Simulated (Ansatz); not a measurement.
## NbSi$_{2}$ single point

Input file of Ansatz 0.2.0:

```yaml
crystal:
  lattice:
    - [4.77868171, 0.0, 0.0]
    - [-2.38934085, 4.13846395, 0.0]
    - [0.0, 0.0, 6.56794613]
  atoms:
    - { symbol: Si, position: [0.167, 0.334, 0.0] }
    - { symbol: Si, position: [0.833, 0.167, 0.66667] }
    - { symbol: Si, position: [0.666, 0.833, 0.33333] }
    - { symbol: Si, position: [0.833, 0.666, 0.0] }
    - { symbol: Si, position: [0.167, 0.833, 0.66667] }
    - { symbol: Si, position: [0.334, 0.167, 0.33333] }
    - { symbol: Nb, position: [0.5, 0.0, 0.0] }
    - { symbol: Nb, position: [0.5, 0.5, 0.66667] }
    - { symbol: Nb, position: [0.0, 0.5, 0.33333] }
  symmetry: { tolerance: 0.0003 }
kpoints:
  mp_grid: { grid: [8, 8, 5], shift: [0, 0, 0] }
  band_path:
    path:
      - [0.0, 0.0, 0.0]
      - [0.5, 0.0, 0.0]
      - [0.33333333, 0.33333333, 0.0]
      - [0.0, 0.0, 0.0]
      - [0.0, 0.0, 0.5]
      - [0.5, 0.0, 0.5]
      - [0.33333333, 0.33333333, 0.5]
      - [0.0, 0.0, 0.5]
      - [0.5, 0.0, 0.5]
      - [0.5, 0.0, 0.0]
      - [0.33333333, 0.33333333, 0.5]
    npoints: 6
magnetization:
  spin_polarized: false
scf:
  occupations: { method: fermi_dirac, width: 0.1291 }
  lower_state_search: "off"
  max_iter: 200
hamiltonian:
  pseudopotentials: { kind: paw }
  xc: pbe
basis:
  ecutwfc: 420
  fft_grid_basis: typed
output:
  forces: true
  stress: true
  eigenvalues: true
  bader: true
  populations: true
  elf: true
  write_potential: true
  volumetric_format: npy
  dos:
    e_range: [-12, 8]
    de: 0.05
    projected: { site_lists: { Nb: [Nb], Si: [Si] } }
checkpoint:
  read: saved_state
```

The run starts from an earlier solution of this cell. 

Output (shortened):

```
Warning: the atoms were moved onto the symmetric positions of the space group found under crystal.symmetry.tolerance 3.0e-4 (fractional; no operation is sought that the atoms, as they stand in a round, miss by more than twice it, and no atom is moved by as much as it), and the run uses the moved positions.
band count auto-derived: 42 (N_el = 63.0; filled up to band 32; 41 by the electrons, moments and atoms)
Pseudopotentials: kind: paw
Pseudopotential: Si, paw, valence charge 4, recommended cutoff 420 eV (normal), Si.paw.azcp
Pseudopotential: Nb, paw, valence charge 13, recommended cutoff 420 eV (normal), Nb.paw.azcp
Functional definition: PBE
  exchange = pbe_x(kappa = kappa, mu = beta*pi^2/3)
  correlation = pbe_c(beta = beta)
Crystal: 9 atoms, lattice volume = 129.890 Å³
Basis set: ecut = 420 eV, 2523 PW (Γ), exchange–correlation on 64×64×90 points (8 copies of the dense FFT grid, shifted against one another)
Bands: 42, of which v1, the nominal top of the filled ones, is band 32 counted from 1 (31 counted from 0)
Symmetry: 12 space group operations
Space group: P6422 (ITA 181), of the structure as read, at distance tolerance 1.5e-3 Å
k-points: 30 of 320 (time reversal used)
Initial density: read from a saved state, or passed on in memory by an earlier SCF of this step, an earlier step, the calling program or the single point that the run made first
Functional: x = pbe(κ = 0.804, μ = 0.2195), c = pbe(β = 0.0667)
SCF iter   1: F=—  Δρ=1.09e-3  dr2=9.69e-4
SCF iter   2: F=—  Δρ=5.71e-4  dr2=3.07e-4
SCF iter   3: F=—  Δρ=4.71e-5  dr2=4.30e-6
SCF iter   4: F=—  Δρ=1.10e-5  dr2=8.81e-8
SCF iter   5: F=-17476.6584 eV  Δρ=1.88e-6  dr2=3.66e-9
SCF iter   6: F=-17476.6584 eV  Δρ=3.55e-7  dr2=1.24e-10
Free energy (F): -17476.6584 eV
Harris-Foulkes:  -17476.6584 eV  (|F-HF|=0.00e0)
Internal energy: -17476.4771 eV  (E = F + TS)
E sigma→0 (E₀):  -17476.5678 eV
Entropy (-TS):   -0.1813 eV (-20.147 meV/atom)
Fermi energy:    14.6895 eV
--- Per-component energies (eV) ---
  E_band       = -133.0536
  E_kinetic    = 1447.6842
  E_local      = -2792.2842  (includes V_loc(G=0)·N_el)
  E_nonlocal   = 509.5499
  E_hartree    = 987.1580
  E_xc         = -870.0571
  E_vxc        = -936.1709  (∫ρ·V_xc dr)
  E_paw        = -12295.8079  (= ΣΔE_a)
  E_vpaw       = -336.1484  (= ΣTr[D̂ρ^β])
  E_aug_tail   = 0.0000  (compensation charges beyond the density's cutoff)
  E_ewald      = -4462.7201
  E_smearing   = -0.1813  (= −TS)
--- Forces (eV/Å), atoms counted from 1 ---
  atom   1  Si     0.0000    -0.7198     0.0000
  atom   2  Si     0.6234    -0.3599     0.0000
  atom   3  Si     0.6234     0.3599     0.0000
  atom   4  Si     0.0000     0.7198     0.0000
  atom   5  Si    -0.6234     0.3599     0.0000
  atom   6  Si    -0.6234    -0.3599     0.0000
  atom   7  Nb     0.0000     0.0000     0.0000
  atom   8  Nb     0.0000     0.0000     0.0000
  atom   9  Nb     0.0000     0.0000     0.0000
--- Stress (GPa, compression-positive) ---
        3.5375       0.0000       0.0000
        0.0000       3.5375       0.0000
        0.0000       0.0000       5.9492
  P = ⅓ Tr σ = 4.3414 GPa (43.414 kbar)
--- Bader charges: 9 sites ---
  site symbol  charge [e]  shift [e]
     0     Si     -0.3957     0.0011
     1     Si     -0.3957     0.0011
     2     Si     -0.3958     0.0011
     3     Si     -0.3957     0.0011
     4     Si     -0.3957     0.0011
     5     Si     -0.3958     0.0011
     6     Nb      0.7915     0.0022
     7     Nb      0.7915     0.0022
     8     Nb      0.7915     0.0022
```

Origin: a database entry at a rescaled volume.
